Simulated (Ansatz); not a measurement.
# Cu in Ansatz: reference runs

Reference runs on Cu: the cell as given.

Everything below comes from runs of Ansatz 0.2.0. Logs are shortened: lines on timing, memory, paths and dates and some standing lists are left out, and cuts for length are marked.

**1. The cell of the first run**

The cell holds a slab with vacuum, 6 atoms: a = 2.534 Å, b = 2.534 Å, c = 25.281 Å, α = 90.00°, β = 90.00°, γ = 120.00°.

**2. Single point, PBE (the (0 0 1) slab of Cu, cut from the database cell, not relaxed)**

Input file input.yaml:

```yaml
crystal:
  lattice:
    - [2.5340966698, 0.0, 0.0]
    - [-1.2670483349, 2.1945920917, 0.0]
    - [0.0, 0.0, 25.2814275]
  atoms:
    - { symbol: Cu, position: [0.66666667, 0.33333334, 0.2966604635] }
    - { symbol: Cu, position: [0.33333333, 0.66666666, 0.3779962781] }
    - { symbol: Cu, position: [0.66666667, 0.33333334, 0.4593320927] }
    - { symbol: Cu, position: [0.33333333, 0.66666666, 0.5406679073] }
    - { symbol: Cu, position: [0.66666667, 0.33333334, 0.6220037219] }
    - { symbol: Cu, position: [0.33333333, 0.66666666, 0.7033395365] }
hamiltonian:
  xc: pbe
  pseudopotentials: { kind: paw }
kpoints:
  mp_grid: { grid: [12, 12, 1] }
scf:
  occupations: { method: fermi_dirac, width: 0.05 }
output:
  forces: true
  eigenvalues: true
  write_density: true
  write_potential: true
  elf: true
  volumetric_format: npy
efield:
  axis: 3
  dipole_correction: true
  ramp_width: 0.04
```

Potentials or basis: Ansatz PAW.

The run is started by

```console
ansatz run input.yaml --threads 4 --pin off --max-ram 11264MiB --backend cpu --events-out ev --progress --plain --runs-dir out
```

The log of the run:

```text
Warning: RAYON_NUM_THREADS=4 ignored (pool sized by the plan → 4); use --threads N
Engine: ansatz 0.2.0, aarch64-unknown-linux-gnu
Pseudopotentials: kind: paw
Pseudopotential: Cu, paw, valence charge 19, recommended cutoff 420 eV (normal), Cu.paw.azcp
Functional definition: PBE
  parameter kappa = 0.804
  parameter beta = 0.06672455060314922
  exchange = pbe_x(kappa = kappa, mu = beta*pi^2/3)
  correlation = pbe_c(beta = beta)
Crystal: 6 atoms, lattice volume = 140.598 Å³
Basis set: ecut = 420 eV, 2791 PW (Γ), exchange–correlation on 36×36×360 points (8 copies of the dense FFT grid, shifted against one another)
Bands: 69, of which v1, the nominal top of the filled ones, is band 57 counted from 1 (56 counted from 0)
Symmetry: 6 space group operations
k-points: 19 of 144 (time reversal used)
Non-local potential: Cu, projectors of the file, l = 0: 3, l = 1: 2, l = 2: 3, l = 3: 1
PAW form: soft (Blöchl's): semilocal exchange-correlation on the pseudo side does not see the compensation charge
PAW one-centre angular grid: Cu, 590 points (default); XC on 64 Gauss nodes
Initial density: superposition of atomic densities (neutral atoms: chi_scale 0, normalization atom), corrected by the library's trained network
Initial wavefunctions: pseudopotential atomic-orbital guess
Functional: x = pbe(κ = 0.804, μ = 0.2195149727645171), c = pbe(β = 0.06672455060314922)
SCF iter   1: F=—  HF=-39750.006105 eV  |F-HF|=—  |Δ(HF+E_count)|=         —  Δρ=3.08e-3  dr2=4.89e-2  ethr=1.77e-3  p=0.000 e·Å  D=1.66e-13 V/Å  ΔV_dip=-0.00 eV  dr2_dipole=6.94e-7  V_vac-E_F(+/−)=4.67/4.67 eV  ⟨swp⟩=7.1  Hψ=5336  notcnv=0  defer=26
efield: sawtooth ramp at fractional position 0.9800 (placed from the atoms, in the widest stretch of the axis that holds none; the zero of the levels goes with the place), width 0.0400; the density the first Hamiltonian is built on has a dipole p = 0.000 e·Å; the dipole correction subtracts the counter field D = 1.66e-13 V/Å, which shifts the + side's vacuum level by -0.00 eV against the − side's; the planar-averaged density in the ramp window peaks in size at 6.7e-5 e/Å³
preconditioner: auto → LDOS  [metal: Δε(μ)=0.052 eV  Ē_g=9.101 eV  σ=0.050 eV  W_gap=0.25  n_scr=20 (ndim 8)  ℏωp=25.4 eV  f_vac=0.481  D(μ)=3.30/eV (n_scr^D=16)  β→1.0]
SCF iter   2: F=—  HF=-39750.009875 eV  |F-HF|=—  |Δ(HF+E_count)|=   3.77e-3  Δρ=2.92e-3  dr2=9.85e-3  ethr=4.29e-5  p=0.000 e·Å  D=1.85e-6 V/Å  ΔV_dip=-0.00 eV  dr2_dipole=2.75e-7  V_vac-E_F(+/−)=4.71/4.71 eV  ⟨swp⟩=3.0  Hψ=2557  notcnv=0  defer=74
SCF iter   3: F=—  HF=-39750.008803 eV  |F-HF|=—  |Δ(HF+E_count)|=   1.07e-3  Δρ=2.02e-3  dr2=5.49e-3  ethr=8.64e-6  p=-0.000 e·Å  D=-2.03e-6 V/Å  ΔV_dip=0.00 eV  dr2_dipole=2.94e-7  V_vac-E_F(+/−)=4.69/4.69 eV  ⟨swp⟩=2.0  Hψ=2137  notcnv=0  defer=74
SCF iter   4: F=—  HF=-39750.008269 eV  |F-HF|=—  |Δ(HF+E_count)|=   5.35e-4  Δρ=6.05e-4  dr2=9.31e-4  ethr=4.81e-6  p=0.000 e·Å  D=4.85e-7 V/Å  ΔV_dip=-0.00 eV  dr2_dipole=8.21e-8  V_vac-E_F(+/−)=4.68/4.68 eV  ⟨swp⟩=2.0  Hψ=1798  notcnv=0  defer=74
SCF iter   5: F=—  HF=-39750.008221 eV  |F-HF|=—  |Δ(HF+E_count)|=   4.72e-5  Δρ=2.30e-4  dr2=9.00e-5  ethr=8.17e-7  p=0.000 e·Å  D=2.97e-7 V/Å  ΔV_dip=-0.00 eV  dr2_dipole=1.31e-8  V_vac-E_F(+/−)=4.69/4.69 eV  ⟨swp⟩=2.0  Hψ=1804  notcnv=0  defer=74
SCF iter   6: F=—  HF=-39750.008242 eV  |F-HF|=—  |Δ(HF+E_count)|=   2.07e-5  Δρ=1.22e-4  dr2=2.19e-5  ethr=7.90e-8  p=-0.000 e·Å  D=-6.54e-7 V/Å  ΔV_dip=0.00 eV  dr2_dipole=3.56e-9  V_vac-E_F(+/−)=4.69/4.69 eV  ⟨swp⟩=2.0  Hψ=1893  notcnv=0  defer=74
SCF iter   7: F=—  HF=-39750.008247 eV  |F-HF|=—  |Δ(HF+E_count)|=   4.71e-6  Δρ=3.88e-5  dr2=3.56e-6  ethr=1.92e-8  p=-0.000 e·Å  D=-4.08e-7 V/Å  ΔV_dip=0.00 eV  dr2_dipole=3.72e-12  V_vac-E_F(+/−)=4.70/4.70 eV  ⟨swp⟩=2.1  Hψ=1758  notcnv=0  defer=74
SCF iter   8: F=—  HF=-39750.008249 eV  |F-HF|=—  |Δ(HF+E_count)|=   1.86e-6  Δρ=3.05e-5  dr2=1.00e-6  ethr=3.12e-9  p=-0.000 e·Å  D=-2.65e-7 V/Å  ΔV_dip=0.00 eV  dr2_dipole=1.32e-11  V_vac-E_F(+/−)=4.70/4.70 eV  ⟨swp⟩=2.0  Hψ=1874  notcnv=0  defer=74
SCF iter   9: F=—  HF=-39750.008249 eV  |F-HF|=—  |Δ(HF+E_count)|=   1.51e-7  Δρ=1.16e-5  dr2=1.85e-7  ethr=8.78e-10  p=-0.000 e·Å  D=-1.78e-8 V/Å  ΔV_dip=0.00 eV  dr2_dipole=2.87e-11  V_vac-E_F(+/−)=4.70/4.70 eV  ⟨swp⟩=2.0  Hψ=1844  notcnv=0  defer=74
SCF iter  10: F=-39750.008249 eV  HF=-39750.008249 eV  |F-HF|=7.97e-8  |Δ(HF+E_count)|=   1.39e-7  Δρ=2.36e-6  dr2=3.59e-9  ethr=8.77e-11  p=0.000 e·Å  D=2.19e-8 V/Å  ΔV_dip=-0.00 eV  dr2_dipole=4.34e-12  V_vac-E_F(+/−)=4.70/4.70 eV  ⟨swp⟩=18.0  Hψ=10956  notcnv=0
SCF 1 converged in 10 iterations: F = -39750.008249 eV  dr2 = 3.59e-9
WARN: The output density's exchange-correlation potential varies sharply where the density is thin. Do not read a vacuum level from v_tot or v_xc, or from such a field of the output density. On a cell that repeats whose density bears no net charge and no dipole along the vacuum's axis use v_es (v_loc + v_h of the components); under efield.dipole_correction with no amplitude use v_es + v_field, which holds any external_charges[].barrier, or the levels of the report's work_function block, which leave it out; under a non-zero efield.amplitude the vacuum is tilted and has no level; on a cell that repeats and bears such a dipole with no correction it is tilted too, and efield.dipole_correction with no amplitude gives each side of its ramp a level where efield: is served; in a cell that repeats whose density bears a net charge (total_charge, or a fill off its count) it is curved and has none; of a slab under crystal.periodic whose density bears no net charge use v_es, which has a level on each side, short of where the two are joined; of another it falls or rises all the way out and has none; of a slab beside external_charges read slab_vacuum_level instead, which it has where they leave it neutral. The grid or the basis barely resolves most such structure, and the values can differ between equally converged runs; as a rule a tighter scf.convergence.dr2_threshold does not remove it. Where the density itself ripples (under the LDA too) a higher basis.ecutwfc lessens it. The files hold the spikes' plane waves up to the density's cutoff. Files: v_tot_of_output_density and the like, and their columns of v_z.tsv (output.write_potential); v_xc_of_output_density and the like, and their columns of v_comp_z.tsv (output.write_potential_components). Measured: with its Gaussian average of σ = 0.25 Å subtracted twice, the exchange-correlation potential is over 0.1 eV at 9 of the grid points where the equally averaged density (valence and model cores) is under 1e-3 e/Å³, and 0.129 eV at the most among them, at an averaged density of 2.7e-8 e/Å³. The input density's (outcome.potential() and, of a run that writes arrays, v_tot and v_xc) is over 0.1 eV, so measured, at 477 points of its own thin density, 0.190 eV at the most. See output.write_potential in the manual, Limitations
SCF converged after 10 iterations
Free energy (F): -39750.008249 eV
Harris-Foulkes:  -39750.008249 eV  (|F-HF|=7.97e-8)
Internal energy: -39749.980957 eV  (E = F + TS)
E sigma→0 (E₀):  -39749.994603 eV
Entropy (-TS):   -0.027292 eV (-4.549 meV/atom)
Fermi energy:    6.176636 eV
Dipole field:    D = 0.000003 V/Å  (p = 0.000003 e·Å, saw-weighted, corrected)
Work function:   Φ+ = 4.6967 eV   Φ− = 4.6968 eV
Levels:          The Fermi level and band energies are counted from a zero that moves with the ramp; work functions are not
--- Per-component energies (eV) ---
  E_band       = -3361.638250
  E_kinetic    = 1800.805588
  E_local      = -262412.326880  (includes V_loc(G=0)·N_el)
  E_nonlocal   = 2341.780045
  E_hartree    = 129157.873784
  E_xc         = -536.625192
  E_vxc        = -692.395310  (∫ρ·V_xc dr)
  E_paw        = -9979.575243  (= ΣΔE_a)
  E_vpaw       = -2715.241834  (= ΣTr[D̂ρ^β])
  E_aug_tail   = 0.001755  (compensation charges beyond the density's cutoff)
  E_efield     = 0.000000  (sawtooth field / dipole correction)
  E_vefield    = 0.000000  (∫n·V_field dr)
  E_ewald      = 99878.085185
  E_smearing   = -0.027292  (= −TS)
  E_closure    = -0.000000  (closes the sum)
  Σ components = -39750.008249   (vs F -39750.008249, Δ=0.00e0)
--- Forces (eV/Å), atoms counted from 1 ---
  atom   1  Cu    -0.00000000     0.00000000    -0.17448348
  atom   2  Cu    -0.00000000    -0.00000000    -0.04810448
  atom   3  Cu     0.00000000     0.00000000    -0.00682758
  atom   4  Cu    -0.00000000    -0.00000000     0.00682733
  atom   5  Cu     0.00000000     0.00000000     0.04810464
  atom   6  Cu     0.00000000    -0.00000000     0.17448330
  max |Σ_I F_I| component: 2.77e-7 eV/Å
--- Band table (eV; the first three rows and the last of 19) ---
  k-point 0: bands = ["-106.4619", "-106.4618", "-106.4302", "-106.4221", "-106.2502", "-106.2502", "-63.8745", "-63.8591", "-63.8123", "-63.7814", "-63.7814", "-63.7813", "-63.7813", "-63.7655", "-63.7491", "-63.7491", "-63.7397", "-63.7397", "-63.6088", "-63.6088", "-63.6087", "-63.6087", "-63.5611", "-63.5611", "-3.2458", "-2.6091", "-1.5823", "-0.3786", "0.5597", "0.8945", "2.9431", "2.9649", "3.0979", "3.0996", "3.0996", "3.1222", "3.1222", "3.1644", "3.1644", "3.1704", "3.2732", "3.2732", "3.3854", "3.3854", "3.4078", "3.4078", "3.7250", "3.7721", "3.7721", "3.9797", "3.9797", "4.2082", "4.2082", "4.3866", "4.3866", "4.4758", "4.4758", "4.4904", "4.4904", "5.2062", "5.6986", "10.3887", "10.4589", "11.7204", "11.7344", "13.6151", "13.9897", "16.3354", "16.7249"]
  k-point 1: bands = ["-106.4612", "-106.4611", "-106.4294", "-106.4215", "-106.2495", "-106.2495", "-63.8724", "-63.8581", "-63.8131", "-63.7883", "-63.7866", "-63.7830", "-63.7829", "-63.7664", "-63.7539", "-63.7507", "-63.7454", "-63.7410", "-63.6147", "-63.6147", "-63.6103", "-63.6103", "-63.5605", "-63.5605", "-3.0185", "-2.3869", "-1.3694", "-0.1792", "0.7372", "1.0399", "2.8452", "2.8900", "2.9852", "3.0173", "3.1080", "3.1232", "3.1420", "3.1718", "3.1938", "3.2414", "3.2957", "3.3102", "3.3408", "3.3664", "3.4539", "3.4806", "3.5259", "3.7402", "3.7419", "3.9545", "3.9590", "4.1374", "4.1940", "4.2163", "4.3505", "4.3827", "4.4812", "4.5051", "4.7240", "5.7093", "6.3162", "10.5541", "10.6721", "11.8883", "11.9389", "13.8255", "14.1719", "16.5432", "16.9171"]
  k-point 2: bands = ["-106.4592", "-106.4591", "-106.4272", "-106.4201", "-106.2477", "-106.2477", "-63.8667", "-63.8555", "-63.8179", "-63.8058", "-63.7993", "-63.7874", "-63.7872", "-63.7747", "-63.7623", "-63.7601", "-63.7553", "-63.7445", "-63.6311", "-63.6311", "-63.6144", "-63.6144", "-63.5589", "-63.5589", "-2.3538", "-1.7420", "-0.7624", "0.3690", "1.2086", "1.4127", "2.6117", "2.6354", "2.8012", "2.8553", "2.8776", "3.0184", "3.0614", "3.1620", "3.2569", "3.3496", "3.3630", "3.3643", "3.4098", "3.4593", "3.4827", "3.5999", "3.6156", "3.6788", "3.7651", "3.7744", "3.9456", "3.9563", "4.1681", "4.1823", "4.3707", "4.4916", "4.5377", "4.5696", "5.3135", "6.6078", "7.5277", "11.0416", "11.3117", "12.4254", "12.5533", "14.4567", "14.7246", "17.1620", "17.4886"]
  k-point 18: bands = ["-106.4497", "-106.4497", "-106.4150", "-106.4150", "-106.2387", "-106.2387", "-63.8524", "-63.8524", "-63.8474", "-63.8464", "-63.8430", "-63.8430", "-63.8149", "-63.8098", "-63.8098", "-63.7978", "-63.7787", "-63.7787", "-63.6721", "-63.6721", "-63.6707", "-63.6707", "-63.5513", "-63.5513", "1.9367", "2.0399", "2.0399", "2.0915", "2.1239", "2.1239", "2.2604", "2.2873", "2.3047", "2.4283", "2.4283", "2.8644", "2.8644", "2.9503", "2.9503", "3.2674", "3.2696", "3.3337", "3.3337", "3.6356", "3.6465", "3.8271", "4.1223", "4.3643", "4.3643", "4.3773", "4.4359", "4.4359", "4.4875", "4.4875", "9.4542", "9.7385", "9.7385", "10.0211", "10.0211", "10.1401", "10.6750", "10.6750", "11.1847", "12.4761", "13.3411", "13.3411", "13.9658", "14.4566", "14.4566"]
```

Wall time 6.1 s (4 threads of Arm Neoverse V2, shared host); peak memory 0.55 GiB.

What came out:

* Free energy: -39750.0082 eV
* Largest force: 0.174 eV/Å
* Band gap on the k mesh: none (metal or under the smearing width)
* Work function of the upper face: 4.70 eV
* Work function of the lower face: 4.70 eV
* Dipole across the slab: 0.000 e·Å

Forces on the atoms (eV/Å):
```
Cu   0.000  0.000 -0.174
Cu   0.000  0.000 -0.048
Cu   0.000  0.000 -0.007
Cu   0.000  0.000  0.007
Cu   0.000  0.000  0.048
Cu   0.000  0.000  0.174
```
